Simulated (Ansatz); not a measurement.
# Cu: equation of state with RPBE

The system is Cu.

```xyz
1
Lattice="0.0000 1.8075 1.8075 1.8075 0.0000 1.8075 1.8075 1.8075 0.0000" Properties=species:S:1:pos:R:3 pbc="T T T"
Cu    0.0000    0.0000    0.0000
```

```
Program             : Ansatz 0.2.0
Task                : equation of state
Functional          : RPBE
Potentials or basis : Ansatz PAW
Cutoff              : 420 eV
Density cutoff      : 1680 eV
k mesh              : 13 × 13 × 13
Occupations         : fermi-dirac, width 0.05 eV
Spin                : no spin polarisation
```

```
Equilibrium volume                      : 12.38 Å³/atom
Bulk modulus                            : 125 GPa
Pressure derivative of the bulk modulus : 5.0
```

Energy against volume, from the lowest point:
| volume (Å³/atom) | energy (meV/atom) |
| --- | --- |
| 11.102 | 63.51 |
| 11.338 | 40.32 |
| 11.574 | 22.96 |
| 11.810 | 10.84 |
| 12.047 | 3.35 |
| 12.283 | 0.00 |
| 12.519 | 0.33 |

All runs of the series together: 5.9 s on 2 threads of Arm Neoverse V1, with other jobs on the host.

Caveat: the potentials were made for another functional, which shifts forces and pressure. RPBE and its kin give volumes clearly too large for solids.
